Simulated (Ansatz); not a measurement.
# Volumes and bulk moduli along the 3d metals

The calculation used Ansatz 0.2.0, DFT, RPBE, plane waves (420 eV) with PAW, scalar-relativistic. (PAW data from PBE, frozen cores regenerated.)

Each structure is relaxed within its symmetry, in the lowest magnetic state of the tried starts. B₀ comes from uniform scaling at fixed shape; a dash is a value not given.

Real chromium orders in an incommensurate spin-density wave, which this two-atom cell only mimics. Real scandium is paramagnetic; a moment here is an artefact of the functional.

```csv
element,structure,V (Å³/atom),B₀ (GPa),magnetic state
Sc,hcp,25.70,-,"ferromagnetic, net 0.44 μB per atom"
Ti,hcp,17.90,105,non-magnetic
V,bcc,13.81,172,spin not included
Cr,bcc,12.24,-,"antiferromagnetic, largest moment 1.41 μB in the atomic sphere"
Mn,alpha-Mn (A12),11.39,-,"ferrimagnetic, largest moment 3.16 μB in the atomic sphere"
Fe,bcc,11.71,149,"ferromagnetic, net 2.24 μB per atom"
Co,hcp,11.18,192,"ferromagnetic, net 1.64 μB per atom"
Ni,fcc,11.22,179,"ferromagnetic, net 0.65 μB per atom"
Cu,fcc,12.38,124,spin not included
Zn,hcp,15.86,63,spin not included
```
